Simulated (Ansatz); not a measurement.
# Se: energy change per atom and pressure as volume scale varies

Results calculated with Ansatz 0.2.0, not measured. Plane-wave DFT, scalar-relativistic PAW made under PBE with cores redone for the functional, no dispersion; the given relaxed cell is scaled uniformly, energy at zero smearing counts from the unscaled cell, pressure at the given Fermi-Dirac smearing is positive in compression.

The cell before it is scaled or strained (space group Fd-3m, No. 227):
```
CELL_PARAMETERS angstrom
0.00000 3.19630 3.19630
3.19630 0.00000 3.19630
3.19630 3.19630 0.00000
ATOMIC_POSITIONS crystal
Se 0.12500 0.12500 0.12500
Se 0.87500 0.87500 0.87500
```

Settings of every row: spin polarised no; functional revPBE; wave cutoff 420 eV; smearing width 0.1 eV; k mesh 10x10x10.

Atom starting moment: 0 on all atoms.

Limits: the cell comes from a prototype or a list of computed structures and needn't be the stable phase.

| row | volume scale | V (Å³/atom) | energy change per atom (meV) | pressure (GPa) |
| --- | --- | --- | --- | --- |
| 1 | 0.88 | 28.736 | 63.41 | 5.87 |
| 2 | 0.92 | 30.042 | 25.81 | 3.49 |
| 3 | 0.96 | 31.348 | ? | ? |
| 4 | 1.04 | 33.961 | 5.78 | -1.3 |
| 5 | 1.08 | 35.267 | 20.96 | -2.33 |
| 6 | 1.12 | 36.573 | 43.77 | -3.17 |

Question: what energy change per atom and pressure should row 3 give?

Worked fit of energy change per atom. Take u = (V_r/V)^(2/3) − 1 with V_r = 33.961 Å³ an atom, which is twice the finite (Eulerian) strain; such expansions in the strain, on which the Birch-Murnaghan equation of state is built, carry the rest volume and the bulk modulus. The shown rows have u = 0.11781, 0.08518, 0, -0.02484, -0.0482. Least squares give energy change per atom = 5.718 − 419.373 × u + 7710.78 × u² meV; a straight line predicts inner rows, each left out in turn, worse (root mean square 22 against 0.18 meV). The rows lie off it by 0.08, -0.13, 0.06, 0.07, -0.08 (root mean square 0.087 meV). Its lowest point lies at u = 0.0272, or V = 32.62 Å³ an atom, and the curvature there gives the bulk modulus at fixed shape and fractions, B = (4/9)(1 + u)² E″(u)/V = 35.5 GPa. The withheld row has u = 0.05483, so the fit gives 5.718 − 419.373 × (0.05483) + 7710.78 × (0.05483)² = 5.90 meV.

The calculation gave 5.79 meV. The fit lies 0.11 meV (1.9 % of the value, 0.19 % of the column's range) above it; its largest miss of a shown row is 0.13 meV.

Worked fit of pressure. Take u = (V_r/V)^(2/3) − 1 with V_r = 33.961 Å³ an atom, which is twice the finite (Eulerian) strain; such expansions in the strain, on which the Birch-Murnaghan equation of state is built, carry the rest volume and the bulk modulus. The shown rows have u = 0.11781, 0.08518, 0, -0.02484, -0.0482. Least squares give pressure = −1.305 + 44.995 × u + 134.43 × u² GPa; a straight line predicts inner rows, each left out in turn, worse (root mean square 0.38 against 0.018 GPa). The rows lie off it by 0.01, -0.01, 0.00, 0.01, -0.01. The pressure vanishes at u = 0.0268, or V = 32.64 Å³ an atom, and there the bulk modulus at fixed shape and fractions is B = −V dP/dV = (2/3)(1 + u) dP/du = 35.7 GPa. The withheld row has u = 0.05483, so the fit gives −1.305 + 44.995 × (0.05483) + 134.43 × (0.05483)² = 1.57 GPa.

The calculation gave 1.55 GPa. The fit lies 0.02 GPa (0.22 % of the column's range) above it; its largest miss of a shown row is 0.01 GPa.
